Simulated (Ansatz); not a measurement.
# SiGe3 (ordered alloy on diamond lattice): testing the settings of Wannier runs, part 2 of 2

Which of these Wannier inputs for SiGe3 (ordered alloy on diamond lattice) end well? Each is run as it stands.

Ansatz 0.2.0; plane waves, PAW; the settings change from run to run, as each input shows. Earlier steps stand in the parts before.

## (3) Try 2

input.yaml reads:

```yaml
crystal:
  lattice:
    - [1.9838896617, 1.1453992303, 6.4671925848]
    - [-1.9838896617, 1.1453992303, 6.4671925848]
    - [0.0, -2.2907984605, 6.4671925848]
  atoms:
    - { symbol: Si, position: [1.0000856422, 8.56422e-05, 8.56422e-05] }
    - { symbol: Ge, position: [0.5000462097, 0.5000462097, 0.5000462097] }
    - { symbol: Ge, position: [0.3734068851, 0.3734068851, 0.3734068851] }
    - { symbol: Ge, position: [0.8764612631, 0.8764612631, 0.8764612631] }
kpoints:
  mp_grid: { grid: [6, 6, 6] }
  band_path:
    path:
      - [[0.0, 0.0, 0.0], [-0.5, -0.5, -0.5], [-0.5, -0.187578443089, -0.812421556911]]
      - [[-0.187578443089, 0.187578443089, -0.5], [-3.664981673949e-16, -3.311586709342e-16, -0.5], [0.0, 0.0, 0.0], [-4.102568730921e-16, 0.3437892215445, -0.3437892215445]]
      - [[-0.3437892215445, -3.608604902515e-16, -0.6562107784555], [-0.5, -1.712850191843e-16, -0.5], [0.0, 0.0, 0.0]]
    npoints: 10
hamiltonian:
  xc: pbe
scf:
  occupations: { method: fixed }
  n_extra_bands: 31
output:
  forces: false
  stress: false
  eigenvalues: true
  wannier:
    kmesh: [6, 6, 6]
    projections:
      - { species: Ge, l: s, shell: 4 }
      - { species: Ge, l: p, shell: 4 }
      - { species: Si, l: s, shell: 3 }
      - { species: Si, l: p, shell: 3 }
      - { species: Ge, l: d, shell: 3 }
    minimise: true
    write_hr: true
    conv_tol: 1.0e-08
    max_iter: 1000
    disentanglement: { window: [-17.97, 24.41], frozen_window: [0.03, 9.91] }
  write_density: true
  write_potential: true
  elf: true
  volumetric_format: npy
```

Run with:

```console
$ ansatz run input.yaml --threads 4 --pin off --max-ram 3686MiB --backend cpu --events-out ev --progress --plain --runs-dir out
```

Standard output:

```text
Warning: RAYON_NUM_THREADS=4 ignored (pool sized by the plan → 4); use --threads N
basis.fft_grid_basis auto: the FFT boxes are laid along the combinations [[1, -1, 0], [0, 1, 0], [0, -1, 1]] of the cell's own vectors, 3.968, 6.861 and 3.968 Å long. The dense box has 27×48×27 points. Along the cell's own vectors, as sized, it would have 48×48×48, 3.16 times as many. Of the 6 symmetry operations that the crystal satisfies within crystal.symmetry.tolerance (time reversal apart; of a slab, those that keep its plane) the dense box along the cell's own vectors carries 6, and the one as laid loses 4 of those. basis.fft_grid_basis: typed keeps the cell's own vectors: state it where this run's energies or levels are differenced outside the engine with another run's, or held beside a run that keeps those vectors. Those combinations have planes normal to reciprocal vector 3, as the cell's own vectors have. Each planar average written beside output.write_density, output.write_potential has a row for each plane of the box: 27. The volumetric files lie along those combinations, not along the cell's own vectors: a cube or XSF file states them, and fields.json those of NumPy files.
scf.n_extra_bands = 31 over 23 filled bands (N_el = 46.0): the run solves 54 bands
Engine: ansatz 0.2.0, aarch64-unknown-linux-gnu
Pseudopotentials: kind: paw
Pseudopotential: Si, paw, valence charge 4, recommended cutoff 420 eV (normal), Si.paw.azcp
Pseudopotential: Ge, paw, valence charge 14, recommended cutoff 420 eV (normal), Ge.paw.azcp
Functional definition: PBE
  parameter kappa = 0.804
  parameter beta = 0.06672455060314922
  exchange = pbe_x(kappa = kappa, mu = beta*pi^2/3)
  correlation = pbe_c(beta = beta)
Crystal: 4 atoms, lattice volume = 88.174 Å³
Basis set: ecut = 420 eV, 1731 PW (Γ), FFT grids on a1−a2, a2, −a2+a3
Bands: 54, of which v1, the nominal top of the filled ones, is band 23 counted from 1 (22 counted from 0)
Symmetry: 6 space group operations
Space group: R3m (ITA 160), of the structure as read, at distance tolerance 4.5e-5 Å
k-points: 32 of 216 (time reversal used)
Non-local potential: Si, projectors of the file, l = 0: 2, l = 1: 2, l = 2: 2
Non-local potential: Ge, projectors of the file, l = 0: 2, l = 1: 2, l = 2: 3, l = 3: 1
PAW form: soft (Blöchl's): semilocal exchange-correlation on the pseudo side does not see the compensation charge
PAW one-centre angular grid: Si, 110 points (default); XC on 64 Gauss nodes
PAW one-centre angular grid: Ge, 590 points (default); XC on 64 Gauss nodes
Initial density: superposition of atomic densities (neutral atoms: chi_scale 0, normalization atom), corrected by the library's trained network
Initial wavefunctions: pseudopotential atomic-orbital guess
Functional: x = pbe(κ = 0.804, μ = 0.2195149727645171), c = pbe(β = 0.06672455060314922)
SCF iter   1: F=—  HF=-13520.628701 eV  |F-HF|=—  |Δ(HF+E_count)|=         —  Δρ=1.12e-3  dr2=1.07e-3  ethr=1.77e-3  ⟨swp⟩=4.7  Hψ=5934  notcnv=0  defer=919
preconditioner: auto → Resta (q_TF=auto, 2.448 Å⁻¹)  ε∞=1.8  [insulator: Δε(μ)=0.383 eV  Ē_g=30.738 eV  n_scr=28 (ndim 8)  ℏωp=26.8 eV  f_vac=0.032  ε∞_Penn≈1.8]
SCF iter   2: F=—  HF=-13520.628086 eV  |F-HF|=—  |Δ(HF+E_count)|=   6.15e-4  Δρ=7.04e-4  dr2=3.22e-4  ethr=2.32e-6  ⟨swp⟩=2.0  Hψ=2816  notcnv=0  defer=928
SCF iter   3: F=—  HF=-13520.628070 eV  |F-HF|=—  |Δ(HF+E_count)|=   1.59e-5  Δρ=2.95e-4  dr2=6.93e-5  ethr=7.00e-7  ⟨swp⟩=2.0  Hψ=1693  notcnv=0  defer=912
SCF iter   4: F=—  HF=-13520.628117 eV  |F-HF|=—  |Δ(HF+E_count)|=   4.73e-5  Δρ=8.10e-5  dr2=5.42e-6  ethr=1.51e-7  ⟨swp⟩=2.0  Hψ=1207  notcnv=0  defer=781
SCF iter   5: F=—  HF=-13520.628119 eV  |F-HF|=—  |Δ(HF+E_count)|=   1.33e-6  Δρ=3.33e-5  dr2=1.02e-6  ethr=1.18e-8  ⟨swp⟩=2.0  Hψ=1686  notcnv=0  defer=809
SCF iter   6: F=—  HF=-13520.628119 eV  |F-HF|=—  |Δ(HF+E_count)|=   3.22e-7  Δρ=1.13e-5  dr2=1.56e-7  ethr=2.22e-9  ⟨swp⟩=2.0  Hψ=1685  notcnv=0  defer=831
SCF iter   7: F=-13520.628119 eV  HF=-13520.628119 eV  |F-HF|=2.07e-8  |Δ(HF+E_count)|=   1.84e-7  Δρ=3.55e-6  dr2=9.64e-9  ethr=2.17e-10  ⟨swp⟩=11.7  Hψ=11027  notcnv=0
SCF 1 converged in 7 iterations: F = -13520.628119 eV  dr2 = 9.64e-9
NSCF: frozen V_eff on 73 k-points
NSCF: frozen V_eff on 34 k-points
the Wannier pass solved 34 of the 216 points of its mesh, and has the states at the others by symmetry: states obtained by the crystal's operations at points that were solved too leave a residual of 3.63e-13 eV (read by the count's bands and the next), within 5.56e-6 eV
SCF converged after 7 iterations
Free energy (F): -13520.628119 eV
Harris-Foulkes:  -13520.628119 eV  (|F-HF|=2.07e-8)
Internal energy: -13520.628119 eV  (E = F + TS)
E sigma→0 (E₀):  -13520.628119 eV
Fermi energy:    8.028008 eV
--- Per-component energies (eV) ---
  E_band       = -454.463992
  E_kinetic    = 374.940704
  E_local      = -7897.825630  (includes V_loc(G=0)·N_el)
  E_nonlocal   = 1282.353385
  E_hartree    = 3484.844192
  E_xc         = -281.966491
  E_vxc        = -240.708831  (∫ρ·V_xc dr)
  E_paw        = -6573.206836  (= ΣΔE_a)
  E_vpaw       = -942.921634  (= ΣTr[D̂ρ^β])
  E_aug_tail   = 0.000971  (compensation charges beyond the density's cutoff)
  E_ewald      = -3909.768414
  E_smearing   = -0.000000  (= −TS)
  E_closure    = 0.000000  (closes the sum)
  Σ components = -13520.628119   (vs F -13520.628119, Δ=0.00e0)
--- Band table (eV; the first three rows and the last of 32) ---
  k-point 0: bands = ["-16.6432", "-16.6432", "-16.6352", "-16.5754", "-16.5754", "-16.5072", "-16.5072", "-16.4902", "-16.4902", "-16.4713", "-16.4116", "-16.3753", "-16.3753", "-16.3437", "-16.3437", "-4.5661", "-2.4047", "0.6039", "6.6133", "6.6133", "7.9914", "8.0280", "8.0280", "8.4137", "8.9033", "10.5029", "10.5029", "10.5834", "11.6617", "11.6617", "14.7766", "15.2622", "16.8523", "16.8523", "18.6684", "18.8198", "18.8198", "18.8856", "19.2794", "19.2794", "19.6074", "20.1056", "20.1056", "22.1890", "26.8421", "28.0444", "29.3846", "29.3846", "30.1618", "30.1618", "31.7144", "31.7144", "32.5186", "33.5971"]
  k-point 1: bands = ["-16.6544", "-16.6492", "-16.6254", "-16.5656", "-16.5636", "-16.5072", "-16.5040", "-16.4897", "-16.4878", "-16.4721", "-16.4201", "-16.3916", "-16.3821", "-16.3369", "-16.3334", "-4.2524", "-2.1405", "0.7011", "4.7630", "5.4726", "6.2301", "7.1814", "7.2677", "9.7335", "10.1025", "10.5174", "11.6507", "11.8119", "12.1846", "12.6522", "15.1885", "15.7479", "16.1489", "16.6253", "16.6374", "17.6973", "18.5226", "18.7617", "20.0068", "20.8413", "21.6068", "22.2986", "22.8311", "24.5154", "25.4371", "27.4405", "27.7337", "28.4016", "28.9052", "29.3061", "30.1799", "30.5101", "31.1353", "31.1950"]
  k-point 2: bands = ["-16.6581", "-16.6558", "-16.6170", "-16.5591", "-16.5473", "-16.5084", "-16.4971", "-16.4892", "-16.4801", "-16.4790", "-16.4216", "-16.4154", "-16.3814", "-16.3402", "-16.3232", "-3.3448", "-1.5237", "0.4642", "2.8745", "3.5862", "5.7000", "5.7975", "6.1789", "9.4180", "9.9143", "11.3705", "12.8409", "13.1710", "13.8603", "14.4486", "14.5572", "15.0725", "16.3728", "16.6304", "17.8808", "18.1420", "20.1933", "21.7215", "22.0943", "22.1179", "23.1045", "23.5207", "23.9617", "24.3697", "24.9051", "25.5458", "25.9737", "27.2441", "27.6886", "28.9434", "29.0840", "29.4614", "30.1617", "30.1865"]
  k-point 31: bands = ["-16.6439", "-16.6439", "-16.6349", "-16.5747", "-16.5747", "-16.5077", "-16.5077", "-16.4894", "-16.4894", "-16.4712", "-16.4118", "-16.3748", "-16.3748", "-16.3444", "-16.3444", "-3.9501", "-3.6484", "3.3119", "3.7534", "6.9698", "6.9698", "7.3162", "7.3162", "8.9580", "9.0473", "11.3531", "11.3531", "11.8223", "11.8223", "13.6164", "14.1458", "15.7075", "15.7075", "16.1887", "16.2974", "16.3369", "16.3369", "19.0471", "19.2143", "22.6462", "22.6462", "23.1699", "23.1699", "25.3849", "25.5729", "25.5729", "26.4125", "26.5825", "26.5825", "26.7504", "27.2094", "32.1258", "32.1258", "34.0933"]
Wannier search: line search 1 of at most 1000: gauge-dependent spread (as the search counts it) 11.1953146 Å², largest recent change 4.3e0 Å² and fall left 1.8e-2 Å² against conv_tol 1.0e-8 Å², 0 stops escaped
WARN: <dir> 2182 periodic images of 2158 elements of H(R) lie 4.88e-4 to 1.95e-3 Å beyond their element's nearest image, near the 9.77e-4 Å window within which an element is shared among its images; whether they share it moves the interpolated H(k) by 3.5e-2 eV (Frobenius norm, root mean square over the Brillouin zone); at the model's own mesh points H(k) does not change
```

Wall time 55 s (4 threads of Arm Neoverse N1, shared host); peak memory 0.7 GiB.

The windows are typed on the program's own energy scale, on which the last band filled by count tops at 8.03 eV.

The head of wannier.spreads.toml:

```toml
omega_i_ang2 = 26.521614815564973
omega_d_ang2 = 0.0682778789902235
omega_od_ang2 = 3.5025163447826078
omega_total_ang2 = 30.092409039337806
least_projectability = 0.7274199622545335
b_vectors_match_mmn = true
n_iter = 93
converged = true
rejected_fitted_steps = 3
dis_converged = true
dis_n_iter = 550
dis_n_moved = 0
dis_level_miss = 0.016455951293516274
```

The functions (centres in Å, on-site energies from the top of the filled bands):

| n | x | y | z | spread (Å²) | on-site (eV) | nearest atoms | distance (Å) |
| --- | --- | --- | --- | --- | --- | --- | --- |
| 1 | 0.618 | 0.357 | 9.429 | 1.658 | -1.015 | Ge2 | 0.76 |
| 2 | -0.602 | -0.347 | 7.457 | 1.686 | -1.479 | Ge3 | 0.73 |
| 3 | 0.608 | -0.351 | 17.295 | 1.681 | -1.102 | Ge4 | 0.76 |
| 4 | 0.000 | 0.000 | 10.444 | 1.631 | -1.211 | Ge2 | 0.74 |
| 5 | -0.618 | 0.357 | 9.430 | 1.656 | -1.037 | Ge2 | 0.76 |
| 6 | 0.001 | -0.713 | 9.430 | 1.656 | -1.037 | Ge2 | 0.76 |
| 7 | 0.000 | 0.001 | 6.486 | 1.715 | -1.250 | Ge3 | 0.76 |
| 8 | 0.602 | -0.347 | 7.457 | 1.686 | -1.479 | Ge3 | 0.73 |
| 9 | 0.000 | 0.695 | 7.456 | 1.688 | -1.458 | Ge3 | 0.73 |
| 10 | 0.000 | 0.000 | 16.296 | 1.628 | -1.477 | Ge4 | 0.71 |
| 11 | -0.608 | -0.351 | 17.296 | 1.682 | -1.091 | Ge4 | 0.76 |
| 12 | -0.001 | 0.702 | 17.296 | 1.682 | -1.091 | Ge4 | 0.76 |
| 13 | 2.652 | 1.531 | 6.227 | 1.624 | -0.010 | Si1 | 0.81 |
| 14 | 1.984 | 1.145 | 7.282 | 1.596 | 0.067 | Si1 | 0.81 |
| 15 | 1.316 | 1.531 | 6.227 | 1.624 | -0.010 | Si1 | 0.81 |
| 16 | 1.984 | 0.374 | 6.227 | 1.624 | -0.010 | Si1 | 0.81 |
| 17 | -0.027 | -0.015 | 9.704 | 0.249 | -23.794 | Ge2 | 0.03 |
| 18 | 0.000 | 0.000 | 9.724 | 0.226 | -24.125 | Ge2 | 0.02 |
| 19 | 0.013 | 0.007 | 9.714 | 0.213 | -24.306 | Ge2 | 0.02 |
| 20 | -0.006 | -0.003 | 9.671 | 0.253 | -23.774 | Ge2 | 0.03 |
| 21 | 0.020 | 0.011 | 9.696 | 0.230 | -24.069 | Ge2 | 0.02 |
| 22 | 0.000 | -0.015 | 7.255 | 0.212 | -24.319 | Ge3 | 0.02 |
| 23 | 0.000 | 0.013 | 7.276 | 0.261 | -23.687 | Ge3 | 0.03 |
| 24 | 0.000 | -0.028 | 7.220 | 0.268 | -23.649 | Ge3 | 0.04 |
(7 more functions)

Along the path each interpolated band stays within 0.00, 0.00, 0.00, 0.00, 0.00, 0.00, 0.00, 0.00, 0.00, 0.01, 0.00, 0.00 and so on, 1.52 at most for the rest, eV of the nearest computed level, from the lowest band up; bands outside the frozen window needn't match, and between the mesh's points a coarse mesh lets the others stray too.

Misses of an eV or more mean that the model does not follow those bands.

## (4) Try 3

input.yaml, as its differences from that of step 3:

```diff
@@ -22,3 +22,3 @@
   occupations: { method: fixed }
-  n_extra_bands: 31
+  n_extra_bands: 16
 output:
@@ -34,3 +34,2 @@
       - { species: Si, l: p, shell: 3 }
-      - { species: Ge, l: d, shell: 3 }
     minimise: true
@@ -39,6 +38,2 @@
     max_iter: 1000
-    disentanglement: { window: [-17.97, 24.41], frozen_window: [0.03, 9.91] }
-  write_density: true
-  write_potential: true
-  elf: true
-  volumetric_format: npy
+    disentanglement: { window: [-7.76, 18.92], frozen_window: [1.25, 10.13] }
```

Run with:

```console
$ ansatz run input.yaml --threads 4 --pin off --max-ram 3686MiB --backend cpu --events-out ev --progress --plain --runs-dir out
```

Standard output, cut to the lines that bear on the results:

```text
Warning: RAYON_NUM_THREADS=4 ignored (pool sized by the plan → 4); use --threads N
[...]
scf.n_extra_bands = 16 over 23 filled bands (N_el = 46.0): the run solves 39 bands
[...]
Pseudopotentials: kind: paw
Pseudopotential: Si, paw, valence charge 4, recommended cutoff 420 eV (normal), Si.paw.azcp
Pseudopotential: Ge, paw, valence charge 14, recommended cutoff 420 eV (normal), Ge.paw.azcp
Functional definition: PBE
[...]
Crystal: 4 atoms, lattice volume = 88.174 Å³
Basis set: ecut = 420 eV, 1731 PW (Γ), FFT grids on a1−a3, a2−a3, a3
Bands: 39, of which v1, the nominal top of the filled ones, is band 23 counted from 1 (22 counted from 0)
Symmetry: 6 space group operations
Space group: R3m (ITA 160), of the structure as read, at distance tolerance 4.5e-5 Å
k-points: 32 of 216 (time reversal used)
[...]
NSCF: frozen V_eff on 73 k-points
NSCF: frozen V_eff on 34 k-points
the Wannier pass solved 34 of the 216 points of its mesh, and has the states at the others by symmetry: states obtained by the crystal's operations at points that were solved too leave a residual of 2.14e-13 eV (read by the count's bands and the next), within 5.56e-6 eV
NSCF: frozen V_eff on 34 k-points
the Wannier pass solved 34 of the 216 points of its mesh, and has the states at the others by symmetry: states obtained by the crystal's operations at points that were solved too leave a residual of 3.17e-13 eV (read by the count's bands and the next), within 5.56e-6 eV
SCF converged after 7 iterations
Free energy (F): -13520.628119 eV
[...]
E sigma→0 (E₀):  -13520.628119 eV
Fermi energy:    8.028006 eV
[...]
--- Band table (eV; the first three rows and the last of 32) ---
[...]
Wannier search: line search 1 of at most 1000: gauge-dependent spread (as the search counts it) 12.6078967 Å², largest recent change 4.9e0 Å² and fall left 2.4e-2 Å² against conv_tol 1.0e-8 Å², 0 stops escaped
```

Run time: 28 s. Hardware: 4 threads of Arm Neoverse N1, shared host; peak memory 0.67 GiB.

The windows are typed on the program's own energy scale, on which the last band filled by count tops at 8.03 eV.

The head of wannier.spreads.toml:

```toml
omega_i_ang2 = 32.99401374291938
omega_d_ang2 = 0.14601484620576138
omega_od_ang2 = 5.005320478955905
omega_total_ang2 = 38.145349068081046
least_projectability = 0.10858968628297294
b_vectors_match_mmn = true
n_iter = 33
converged = true
rejected_fitted_steps = 1
dis_converged = true
dis_n_iter = 238
dis_n_moved = 0
dis_level_miss = 0.006182066009155343
```

The functions (centres in Å, on-site energies from the top of the filled bands):

| n | x | y | z | spread (Å²) | on-site (eV) | nearest atoms | distance (Å) |
| --- | --- | --- | --- | --- | --- | --- | --- |
| 1 | 0.632 | 0.365 | 9.453 | 2.452 | -0.516 | Ge2 | 0.77 |
| 2 | -0.576 | -0.333 | 7.434 | 2.433 | -1.050 | Ge3 | 0.69 |
| 3 | -0.619 | -0.357 | 17.273 | 2.481 | -0.596 | Ge4 | 0.76 |
| 4 | 0.000 | 0.000 | 10.465 | 2.378 | -0.699 | Ge2 | 0.76 |
| 5 | -0.632 | 0.365 | 9.453 | 2.452 | -0.516 | Ge2 | 0.77 |
| 6 | 0.000 | -0.730 | 9.453 | 2.452 | -0.516 | Ge2 | 0.77 |
| 7 | 0.000 | 0.000 | 6.486 | 2.404 | -0.876 | Ge3 | 0.76 |
| 8 | 0.576 | -0.333 | 7.434 | 2.433 | -1.050 | Ge3 | 0.69 |
| 9 | 0.000 | 0.666 | 7.434 | 2.433 | -1.050 | Ge3 | 0.69 |
| 10 | 0.000 | 0.000 | 16.295 | 2.397 | -0.853 | Ge4 | 0.71 |
| 11 | 0.619 | -0.357 | 17.273 | 2.481 | -0.596 | Ge4 | 0.76 |
| 12 | 0.000 | 0.714 | 17.273 | 2.481 | -0.596 | Ge4 | 0.76 |
| 13 | 2.689 | 1.552 | 6.208 | 2.237 | -0.066 | Si1 | 0.85 |
| 14 | 1.984 | 1.145 | 7.321 | 2.160 | -0.022 | Si1 | 0.85 |
| 15 | 1.279 | 1.552 | 6.208 | 2.237 | -0.066 | Si1 | 0.85 |
| 16 | 1.984 | 0.332 | 6.208 | 2.237 | -0.066 | Si1 | 0.85 |

Along the path each interpolated band stays within 0.09, 0.03, 0.02, 0.08, 0.04, 0.06, 0.07, 0.04, 0.10, 0.10, 0.23, 0.34 and so on, 0.79 at most for the rest, eV of the nearest computed level, from the lowest band up; bands outside the frozen window needn't match, and between the mesh's points a coarse mesh lets the others stray too.

The least projectability is 0.11: some state is hardly reached by the trial orbitals.

## (5) Summary

The summary covers parts 1 to 2.

```tsv
try	settings	ended	result	time
1	PBE, 16 functions, 6×6×6, window -17.97 to 24.41 eV, frozen 0.03 to 9.91 eV	converged	spread 29.01 Å²	39 s
2	PBE, 31 functions, 6×6×6, window -17.97 to 24.41 eV, frozen 0.03 to 9.91 eV	converged	spread 30.09 Å²	55 s
3	PBE, 16 functions, 6×6×6, window -7.76 to 18.92 eV, frozen 1.25 to 10.13 eV	converged	spread 38.15 Å²	28 s
```

3 converged. Over the sound inputs the mean spread of a function spans 0.97 to 2.38 Å². These values shouldn't be quoted for the material: the settings weren't chosen for accuracy.
